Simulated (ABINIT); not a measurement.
Crystal: Sb.

```
CELL_PARAMETERS angstrom
-1.87134 1.87134 1.87134
1.87134 -1.87134 1.87134
1.87134 1.87134 -1.87134
ATOMIC_POSITIONS crystal
Sb 0.00000 0.00000 0.00000
```

This isn't the form of Sb at room conditions, which is rhombohedral.

Base run:

| Property | Result |
| --- | --- |
| Program | ABINIT 10.8.3 (patched build) |
| Functional | LDA |
| Potentials or basis | JTH PAW PBE v2.0 |
| Cutoff | 517 eV |
| k mesh | 10 × 10 × 10 |
| Occupations | fermi-dirac, width 0.05 eV |
| Spin | no spin polarisation |

Its results: band gap on the k mesh none (metal or under the smearing width); pressure -1.4 GPa.

Q: The run is repeated on the same cell with these changes: functional from LDA to BLYP. What comes out?

A: Band gap on the k mesh none (metal or under the smearing width); pressure 8.8 GPa.

BLYP binds less tightly than LDA, so the same cell stands under more pressure.

Caveats: the PAW data sets were made with another functional, which shifts forces and pressure a little; spin-orbit coupling is left out, which moves the levels of the heavy elements.
